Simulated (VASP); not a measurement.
The system is Sr.

```
Sr
1.0
    -3.70636    3.70636    2.02088
     3.70636   -3.70636    2.02088
     3.70636    3.70636   -2.02088
Sr
2
Direct
  0.00000 0.00000 0.00000
  0.75000 0.25000 0.50000
```

This isn't the form of Sr at room conditions, which is fcc.

| Quantity | Value |
| --- | --- |
| Program | VASP 6.6.1 |
| Task | relaxation of cell and atoms |
| Functional | PBE |
| Dispersion | D3 |
| Potentials or basis | VASP PAW PBE potentials, release 64 (Sr_sv) |
| Cutoff | 600 eV |
| k mesh | 8 × 8 × 8 |
| Occupations | fermi-dirac, width 0.05 eV |
| Spin | no spin polarisation |

At the start: pressure -0.4 GPa; volume 55.52 Å³/atom.

Question: Where does the relaxation end?

Answer: Over 8 steps the energy falls by 3.9 meV/atom and the volume is 52.71 Å³/atom (-5.1 %); space group I4_1/amd (No. 141, to 0.05 Å).

The path:
| step | energy change (eV) | largest force (eV/Å) | pressure (GPa) | volume (Å³) |
| --- | --- | --- | --- | --- |
| 1 | 0.0000 | 0.0000 | -0.40 | 111.04 |
| 2 | -0.0051 | 0.0000 | -0.25 | 108.81 |
| 3 | -0.0077 | 0.0000 | -0.05 | 106.24 |
| 4 | -0.0078 | 0.0000 | -0.02 | 105.81 |
| 5 | -0.0078 | 0.0000 | -0.02 | 105.71 |
| 6 | -0.0079 | 0.0000 | 0.00 | 105.51 |
| 7 | -0.0079 | 0.0000 | 0.01 | 105.44 |
| 8 | -0.0079 | 0.0000 | 0.00 | 105.43 |

Final structure:
```yaml
crystal:
  lattice:
    - [-3.65461, 3.65461, 1.97337]
    - [3.65461, -3.65461, 1.97337]
    - [3.65461, 3.65461, -1.97337]
  atoms:
    - { symbol: Sr, position: [0.00000, 0.00000, 0.00000] }
    - { symbol: Sr, position: [0.75000, 0.25000, 0.50000] }
```

Caveat: pairwise dispersion overbinds metals, which lowers pressure and volume.
